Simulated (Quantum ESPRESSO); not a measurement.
# KI (Fm-3m) in Quantum ESPRESSO: a series of runs, part 2 of 2

Quantum ESPRESSO 7.5.

## (3) Dielectric tensor, PBE, spin-orbit coupling, no magnetisation

Input file pw.in:

```
&CONTROL
  calculation = 'scf'
  prefix = 'pwscf'
  outdir = './tmp'
  pseudo_dir = './pseudo'
  tprnfor = .true.
  tstress = .true.
  disk_io = 'low'
/
&SYSTEM
  ibrav = 0
  nat = 2
  ntyp = 2
  ecutwfc = 74
  nbnd = 28
  occupations = 'smearing'
  smearing = 'fd'
  degauss = 0.00367493
  noncolin = .true.
  lspinorb = .true.
/
&ELECTRONS
  conv_thr = 4d-10
  electron_maxstep = 120
  mixing_beta = 0.5
/
ATOMIC_SPECIES
I    126.9045 I.upf
K     39.0983 K.upf
CELL_PARAMETERS angstrom
   0.0000000000    3.5327750000    3.5327750000
   3.5327750000    0.0000000000    3.5327750000
   3.5327750000    3.5327750000    0.0000000000
ATOMIC_POSITIONS crystal
I      0.5000000000    0.5000000000    0.5000000000
K      0.0000000000    0.0000000000    0.0000000000
K_POINTS automatic
6 6 6 1 1 1
```

Input file scf2.in:

```
&CONTROL
  calculation = 'scf'
  prefix = 'pwscf'
  outdir = './tmp'
  pseudo_dir = './pseudo'
  tprnfor = .true.
  tstress = .true.
  disk_io = 'low'
/
&SYSTEM
  ibrav = 0
  nat = 2
  ntyp = 2
  ecutwfc = 74
  nbnd = 28
  occupations = 'fixed'
  noncolin = .true.
  lspinorb = .true.
/
&ELECTRONS
  conv_thr = 1d-13
  electron_maxstep = 120
  mixing_beta = 0.5
  startingpot = 'file'
  startingwfc = 'file'
/
ATOMIC_SPECIES
I    126.9045 I.upf
K     39.0983 K.upf
CELL_PARAMETERS angstrom
   0.0000000000    3.5327750000    3.5327750000
   3.5327750000    0.0000000000    3.5327750000
   3.5327750000    3.5327750000    0.0000000000
ATOMIC_POSITIONS crystal
I      0.5000000000    0.5000000000    0.5000000000
K      0.0000000000    0.0000000000    0.0000000000
K_POINTS automatic
6 6 6 1 1 1
```

Input file ph.in:

```
dielectric of KI
&INPUTPH
  prefix = 'pwscf'
  outdir = './tmp'
  tr2_ph = 1d-16
  fildyn = 'dyn'
  niter_ph = 60
  alpha_mix(1) = 0.7
  epsil = .true.
  trans = .false.
  zeu = .true.
/
0.0000000000 0.0000000000 0.0000000000
```

Potentials or basis: PseudoDojo 0.4 FR PBE standard.

Run with:

```bash
$ OMP_NUM_THREADS=1 pw.x -in pw.in > pw.out
$ OMP_NUM_THREADS=1 pw.x -in scf2.in > scf2.out
$ OMP_NUM_THREADS=1 ph.x -in ph.in > ph.out
```

pw.out:

```text
This program is part of the open-source Quantum ESPRESSO suite
     for quantum simulation of materials; please cite
[... 9 lines left out ...]
     --------------------
     sticks:   dense  smooth     PW     G-vecs:    dense   smooth      PW
     Sum        1813    1813    517                51253    51253    7823

     Using Slab Decomposition

     bravais-lattice index     =            0
     lattice parameter (alat)  =       9.4413  a.u.
     unit-cell volume          =     595.0789 (a.u.)^3
     number of atoms/cell      =            2
     number of atomic types    =            2
     number of electrons       =        16.00
     number of Kohn-Sham states=           28
     kinetic-energy cutoff     =      74.0000  Ry
     charge density cutoff     =     296.0000  Ry
     scf convergence threshold =      4.0E-10
[... 285 lines left out ...]

   -27.1114 -27.1114 -10.8148 -10.8148 -10.5688 -10.5688 -10.5319 -10.5319
    -8.9114  -8.9114   0.0939   0.0939   0.9149   0.9149   1.2485   1.2485
     6.8916   6.8916   7.6465   7.6465   8.8686   8.8686   9.5996   9.5996
    10.2540  10.2540  10.4862  10.4862
[... 73 lines left out ...]
   -27.1116 -27.1116 -10.8331 -10.8331 -10.5922 -10.5922 -10.5237 -10.5237
    -8.8460  -8.8460  -0.0414  -0.0414   0.8467   0.8467   1.2574   1.2574
     7.2498   7.2498   8.5024   8.5024   8.9966   8.9967   9.5998   9.5998
     9.9482   9.9483  10.2723  10.2723

     the Fermi energy is     4.0609 ev

!    total energy              =     -86.21703101 Ry
     estimated scf accuracy    <          9.6E-12 Ry
     smearing contrib. (-TS)   =      -0.00000000 Ry
     internal energy E=F+TS    =     -86.21703101 Ry

     The total energy is F=E-TS. E is the sum of the following terms:
     one-electron contribution =     -29.58965386 Ry
     hartree contribution      =      19.12798870 Ry
     xc contribution           =     -20.83169025 Ry
     ewald contribution        =     -54.92367560 Ry

     convergence has been achieved in   9 iterations

     Forces acting on atoms (cartesian axes, Ry/au):

     atom    1 type  1   force =     0.00000000    0.00000000   -0.00000000
     atom    2 type  2   force =     0.00000000    0.00000000    0.00000000

     Total force =     0.000000     Total SCF correction =     0.000000

     Computing stress (Cartesian axis) and pressure

          total   stress  (Ry/bohr**3)                   (kbar)     P=        6.03
   0.00004101   0.00000000   0.00000000            6.03        0.00        0.00
   0.00000000   0.00004101   0.00000000            0.00        6.03        0.00
   0.00000000   0.00000000   0.00004101            0.00        0.00        6.03

=------------------------------------------------------------------------------=
   JOB DONE.
=------------------------------------------------------------------------------=
```

scf2.out:

```text
This program is part of the open-source Quantum ESPRESSO suite
     for quantum simulation of materials; please cite
[... 9 lines left out ...]
     --------------------
     sticks:   dense  smooth     PW     G-vecs:    dense   smooth      PW
     Sum        1813    1813    517                51253    51253    7823
[... 360 lines left out ...]
   0.00004100   0.00000000   0.00000000            6.03        0.00        0.00
   0.00000000   0.00004100   0.00000000            0.00        6.03        0.00
   0.00000000   0.00000000   0.00004100            0.00        0.00        6.03

=------------------------------------------------------------------------------=
   JOB DONE.
=------------------------------------------------------------------------------=
```

ph.out:

```text
This program is part of the open-source Quantum ESPRESSO suite
     for quantum simulation of materials; please cite
         "P. Giannozzi et al., J. Phys.:Condens. Matter 21 395502 (2009);
         "P. Giannozzi et al., J. Phys.:Condens. Matter 29 465901 (2017);
         "P. Giannozzi et al., J. Chem. Phys. 152 154105 (2020);
     in publications or presentations arising from this work. More details at

     IMPORTANT: XC functional enforced from input :
[... 196 lines left out ...]
      E*z (        0.00000        0.00000        1.14111 )

     INITIALIZATION:

     DIELECTRIC CONSTANT AND EFFECTIVE CHARGES:

      Additional routines

=------------------------------------------------------------------------------=
   JOB DONE.
=------------------------------------------------------------------------------=
```

Run time: 35 min. Hardware: 1 thread of Arm Neoverse V1, shared host; peak memory 0.34 GiB.

What came out:

```yaml
Free_energy: -1173.0425 eV
Pressure: 0.6 GPa
Electronic_dielectric_tensor_diagonal: 2.90
Born_charges_mean_of_the_diagonal: I -1.14; K +1.14 e
```

Levels at points of the mesh, in eV from the valence-band top:
```csv
k point,band 12,band 13,band 14,band 15,band 16,band 17,band 18,band 19,band 20,band 21
"(0.08, 0.08, 0.08)",-1.04,-0.07,-0.07,0.00,0.00,3.85,3.85,6.17,6.17,6.28
```

Electronic dielectric tensor:
```
2.90 0.00 0.00
0.00 2.90 0.00
0.00 0.00 2.90
```

Born effective charge tensors (e):
atom 1, I
```
-1.14  0.00  0.00
 0.00 -1.14  0.00
 0.00  0.00 -1.14
```
atom 2, K
```
1.14 0.00 0.00
0.00 1.14 0.00
0.00 0.00 1.14
```

## (4) How close it comes

Step 2. A measured high-frequency dielectric constant of KI is 2.65 (a printed reference work, monograph); the calculated 2.88 misses it by +8.5 %.

Step 3. A measured high-frequency dielectric constant of KI is 2.65 (a printed reference work, monograph); the calculated 2.90 misses it by +9.3 %.
